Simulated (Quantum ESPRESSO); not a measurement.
Runs of Quantum ESPRESSO 7.5 on KI. The structure is cubic, space group Fm-3m (No. 225). The conventional cell has a = 7.066 Å, b = 7.066 Å, c = 7.066 Å, α = 90.00°, β = 90.00°, γ = 90.00°. I (site symmetry m-3m) has 6 K at 3.53 Å as nearest neighbours. K (site symmetry m-3m) has 6 I at 3.53 Å as nearest neighbours. 

```tsv
level	potentials or basis	cutoff (eV)	form of the LDA correlation	pressure (GPa)
LDA	PseudoDojo 0.4.1 SR LDA standard	980	PW92	-1.3
WC	PseudoDojo 0.4.1 SR PBE standard	1007	-	-0.1
PBEsol	PseudoDojo 0.4.1 SR PBEsol standard	1007	-	-0.3
BLYP	PseudoDojo 0.4.1 SR PBE standard	1007	-	(a)
AM05	PseudoDojo 0.4.1 SR PBE standard	1007	-	(b)
```

Alike in all rows: task dielectric tensor; no spin polarisation; cell as given; k mesh 6 × 6 × 6, shifted; smearing fermi-dirac 0.05 eV.

Question: Estimate the missing entries.

Answer: (a) 1.4; (b) 0.4.

Caveats: the potentials were made for another functional, which shifts forces and pressure (some runs).

Runs at the PBE level aren't shown here.
